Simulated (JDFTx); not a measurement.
## Mg in JDFTx: convergence with energy threshold

Mg:

```
Mg
1.0
    -1.77276    1.77276    1.77276
     1.77276   -1.77276    1.77276
     1.77276    1.77276   -1.77276
Mg
1
Direct
  0.00000 0.00000 0.00000
```

This isn't the form of Mg at room conditions, which is hcp.

* Program: JDFTx 1.7.0 (patched build)
* Task: convergence study
* Functional: LDA
* Potentials or basis: PseudoDojo-SR-LDA-0.4.1-stringent
* Cutoff: 1143 eV
* Density cutoff: 4572 eV
* k mesh: 11 × 11 × 11
* Occupations: fermi-dirac, width 0.05 eV
* Spin: no spin polarisation

These are the settings of the first run; the series varies energy threshold, with any setting tied to it.

Hardware: 1 thread of Arm Neoverse V1, with other jobs on the host.

```tsv
energy threshold	energy less the tightest run, at zero smearing (meV/atom)	pressure (GPa)	SCF cycles	CPU time (s)	peak memory (GiB)
0.001 Ha	0.00	-1.62	3	16	0.05
0.0001 Ha	0.00	-2.35	4	18	0.05
1e-05 Ha	0.00	-2.35	4	18	0.05
1e-06 Ha	0.00	-1.28	5	20	0.05
1e-07 Ha	0.00	-1.28	5	20	0.05
1e-08 Ha	0.00	-1.22	7	24	0.05
1e-10 Ha	0.00	-1.23	9	28	0.05
```

Against the tightest run, the energy stays within 1 meV/atom from 0.001 Ha on; the pressure stays within 0.1 GPa from 1e-06 Ha on. The tightest run that finished is the yardstick and may itself not be fully converged.
